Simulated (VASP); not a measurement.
# Re in VASP: a series of runs, part 2 of 2

VASP 6.6.1. The steps go on from the part before.

### Step 5. Relaxation of the atoms, RPBE

INCAR reads:

```
ALGO = Normal ; DIPOL = 0.5 0.5 0.500
EDIFF = 1E-6 ; EDIFFG = -0.005
ENCUT = 520 ; GGA = RP
IBRION = 2 ; IDIPOL = 3
ISIF = 2 ; ISMEAR = -1
LASPH = T ; LCHARG = F
LDIPOL = T ; LREAL = F
LWAVE = F ; NELM = 80
NSW = 60 ; PREC = Accurate
SIGMA = 0.05
```

KPOINTS reads:

```
k-points
0
Gamma
  7 7 1
```

POSCAR reads:

```
Re
1.0
    2.7930717857      0.0000000000      0.0000000000
    0.0000000000      2.7930717857      0.0000000000
    0.0000000000      0.0000000000     24.8750000000
Re
6
Selective dynamics
Direct
    0.5000000000      0.5000000000      0.3015075377  F F F
    0.0000000000      0.0000000000      0.3809045226  F F F
    0.5000000000      0.5000000000      0.4603015075  F F F
    0.0000000000      0.0000000000      0.5396984925  T T T
    0.5000000000      0.5000000000      0.6190954774  T T T
    0.0000000000      0.0000000000      0.6984924623  T T T
```

Potentials or basis: VASP PAW PBE potentials, release 64 (Re).

Started as:

```bash
$ cat potpaw_PBE.64/Re/POTCAR > POTCAR
$ mpirun -np 1 vasp_std > vasp.out
```

OUTCAR:

```text
EDIFF = 1E-6
   EDIFFG = -0.005
   ENCUT = 520
   GGA = RP
   IBRION = 2
   ISIF = 2
   ISMEAR = -1
   LASPH = T
   LREAL = F
   NELM = 80
   NSW = 60
   PREC = Accurate

 ion  position               nearest neighbor table
   1  0.500  0.500  0.302-   2 2.79   2 2.79   2 2.79   2 2.79
   2  0.000  0.000  0.381-   1 2.79   3 2.79   1 2.79   3 2.79   1 2.79   3 2.79   1 2.79   3 2.79

   3  0.500  0.500  0.460-   2 2.79   2 2.79   2 2.79   2 2.79   4 2.79   4 2.79   4 2.79   4 2.79

   4  0.000  0.000  0.540-   5 2.79   5 2.79   5 2.79   5 2.79   3 2.79   3 2.79   3 2.79   3 2.79

   5  0.500  0.500  0.619-   4 2.79   6 2.79   4 2.79   6 2.79   4 2.79   6 2.79   4 2.79   6 2.79

   6  0.000  0.000  0.698-   5 2.79   5 2.79   5 2.79   5 2.79

  LATTYP: Found a simple tetragonal cell.
 ALAT       =     2.7930717857
 C/A-ratio  =     8.9059651554

  Lattice vectors:

 A1 = (   2.7930717857,   0.0000000000,   0.0000000000)
 A2 = (   0.0000000000,   2.7930717857,   0.0000000000)
 A3 = (   0.0000000000,   0.0000000000,  24.8750000000)

Analysis of symmetry for initial positions (statically):
=====================================================================
 Subroutine PRICEL returns:
 Original cell was already a primitive cell.

 Routine SETGRP: Setting up the symmetry group for a
 simple tetragonal supercell.

 Subroutine GETGRP returns: Found 16 space group operations
 (whereof  8 operations were pure point group operations)
 out of a pool of 16 trial point group operations.

The static configuration has the point symmetry C_4v.
 The point group associated with its full space group is D_4h.

Analysis of symmetry for dynamics (positions and initial velocities):
=====================================================================
 Subroutine PRICEL returns:
 Original cell was already a primitive cell.
[... 165 lines left out ...]

  energy without entropy =      -66.76603001  energy(sigma->0) =      -66.80213401

------------------------ aborting loop because EDIFF is reached ----------------------------------------

  FORCE on cell =-STRESS in cart. coord.  units (eV):
  Direction    XX          YY          ZZ          XY          YZ          ZX
  --------------------------------------------------------------------------------------
  -------------------------------------------------------------------------------------
  Total       -8.9426245     -8.9426245     -8.1193144      0.0000000      0.0000000     -0.0000000
  in kB      -73.8326218    -73.8326218    -67.0351612      0.0000000      0.0000000     -0.0000000
  external PRESSURE =     -71.5668016 kB  Pullay stress =       0.0000000 kB
[... 101 lines left out ...]
  FREE ENERGIE OF THE ION-ELECTRON SYSTEM (eV)
  ---------------------------------------------------
  free  energy   TOTEN  =       -66.9571727691 eV

  energy  without entropy=      -66.8884101280  energy(sigma->0) =      -66.92279145

 dipolmoment           0.000000      0.000000      0.013445 electrons x Angstroem

 vacuum level on the upper side and lower side of the slab       (xc-potential included)        -0.172         0.100

[... ionic steps 4 to 11 ...]

--------------------------------------- Ionic step       12  -------------------------------------------

 number of electron      42.0000002 magnetization

------------------------ aborting loop because EDIFF is reached ----------------------------------------
[... 75 lines left out ...]
--------------------------------------- Ionic step       14  -------------------------------------------

 number of electron      42.0000002 magnetization

 dipolmoment           0.000000      0.000000     -0.009259 electrons x Angstroem

 Free energy of the ion-electron system (eV)
  ---------------------------------------------------
  ext. energy  EPLUGINS =         0.00000000
  ---------------------------------------------------
  free energy    TOTEN  =       -66.98253945 eV

  energy without entropy =      -66.91462111  energy(sigma->0) =      -66.94858028

 E-fermi :   1.2993     XC(G=0):  -7.2328

 val. band max:        1.2868912050   @ k =   0.4286   0.2857   0.0000
 cond. band min:       1.3102765782   @ k =   0.2857   0.2857   0.0000
 fundamental gap:      0.0233853732
 Fermi energy:         1.2993263563

 k-point     1 :       0.0000    0.0000    0.0000
  band No.  band energies     occupation
      1      -8.2718      2.00000
      2      -7.3156      2.00000
      3      -5.9428      2.00000
      4      -5.1244      2.00000
      5      -4.7658      2.00000
      6      -4.6331      2.00000
[... 269 lines left out ...]
     24       3.8936      0.00000
     25       3.9534      0.00000

------------------------ aborting loop because EDIFF is reached ----------------------------------------

 vacuum level on the upper side and lower side of the slab       (xc-potential included)        -0.203        -0.011

  FORCE on cell =-STRESS in cart. coord.  units (eV):
  Direction    XX          YY          ZZ          XY          YZ          ZX
  --------------------------------------------------------------------------------------
  -------------------------------------------------------------------------------------
  Total       -5.3889186     -5.3889186     -3.6182497      0.0000000      0.0000000      0.0000000
  in kB      -44.4923066    -44.4923066    -29.8732061      0.0000000      0.0000000      0.0000000
  external PRESSURE =     -39.6192731 kB  Pullay stress =       0.0000000 kB
[... 21 lines left out ...]
  FREE ENERGIE OF THE ION-ELECTRON SYSTEM (eV)
  ---------------------------------------------------
  free  energy   TOTEN  =       -66.9825394529 eV

  energy  without entropy=      -66.9146211068  energy(sigma->0) =      -66.94858028

 reached required accuracy - stopping structural energy minimisation

 vacuum level on the upper side and lower side of the slab         5.715         5.918
```

OSZICAR:

```text
N       E                     dE             d eps       ncg     rms          rms(c)
DAV:   1     0.483375968852E+03    0.48338E+03   -0.14664E+04   814   0.168E+03
DAV:   2     0.606691249636E+02   -0.42271E+03   -0.39534E+03   884   0.148E+03
DAV:   3    -0.425315066555E+02   -0.10320E+03   -0.99566E+02   886   0.696E+02
[... 276 lines left out ...]
DAV:   4    -0.669825323341E+02    0.57039E-05   -0.38240E-04   927   0.226E-01    0.291E-02
DAV:   5    -0.669825411010E+02   -0.87670E-05   -0.61093E-05   768   0.102E-01    0.383E-02
DAV:   6    -0.669825398692E+02    0.12319E-05   -0.29854E-05   493   0.734E-02    0.337E-02
DAV:   7    -0.669825391054E+02    0.76372E-06   -0.15386E-05   520   0.510E-02    0.327E-02
DAV:   8    -0.669825394529E+02   -0.34746E-06   -0.41614E-06   442   0.377E-02
  14 F= -.66982539E+02 E0= -.66948580E+02  d E =-.923237E-05
```

Wall time 8.7 min (1 thread of Intel Xeon 6975P-C (Granite Rapids), shared host); peak memory 0.35 GiB.

Results:

| Quantity | Value |
| --- | --- |
| Free energy | -66.9825 eV |
| Energy gained by relaxing | 24.1 meV/atom |
| Ionic steps | 14 |
| Band gap on the k mesh | none (metal or under the smearing width) |

Step by step:
```
step  energy change (eV)  largest force (eV/Å)  pressure (GPa)
   1              0.0000                1.3097           -7.16
   2             -0.0904                1.2837           -6.30
   3             -0.1189                1.2767           -5.28
   4             -0.1193                1.2726           -5.40
   5             -0.1193                1.2775           -5.36
   6             -0.1249                1.2788           -5.20
   7             -0.1372                1.2828           -4.67
   8             -0.1403                1.2883           -3.61
   9             -0.1426                1.2847           -4.08
  10             -0.1431                1.2965           -3.86
  11             -0.1443                1.2942           -3.95
  12             -0.1443                1.2914           -3.95
  13             -0.1443                1.2925           -3.98
  14             -0.1443                1.2934           -3.96
```

Final structure:
```
CELL_PARAMETERS angstrom
2.79307 0.00000 0.00000
0.00000 2.79307 0.00000
0.00000 0.00000 24.87500
ATOMIC_POSITIONS crystal
Re 0.50000 0.50000 0.30151
Re 0.00000 0.00000 0.38090
Re 0.50000 0.50000 0.46030
Re 0.00000 0.00000 0.53817
Re 0.50000 0.50000 0.61788
Re 0.00000 0.00000 0.68968
```

Levels at points of the mesh, in eV from the Fermi level:
| k point | band 19 | band 20 | band 21 | band 22 | band 23 | band 24 |
| --- | --- | --- | --- | --- | --- | --- |
| (0.00, 0.00, 0.00) | -0.26 | -0.13 | -0.13 | 0.06 | 0.88 | 1.10 |

Caveat: the PAW data sets were made with another functional, which shifts forces and pressure a little. The run has no spin-orbit coupling, so splittings on Re are missing.

### Step 6. The runs side by side

```csv
level,potentials or basis,gap on the mesh (eV)
LDA,"VASP PAW LDA potentials, release 64 (Re)",none
PBE,"VASP PAW PBE potentials, release 64 (Re)",none
PBEsol,"VASP PAW PBE potentials, release 64 (Re)",none
RPBE,"VASP PAW PBE potentials, release 64 (Re)",none
```

Alike in all rows: task relaxation of the atoms; no spin polarisation; cell atoms relaxed; k mesh 7 × 7 × 1; cutoff (eV) 520; smearing fermi-dirac 0.05 eV.

Caveats: the PAW data sets were made with another functional, which shifts forces and pressure a little (some runs).

Total energies depend on the potentials used, so only differences within one code and one set of settings carry meaning.
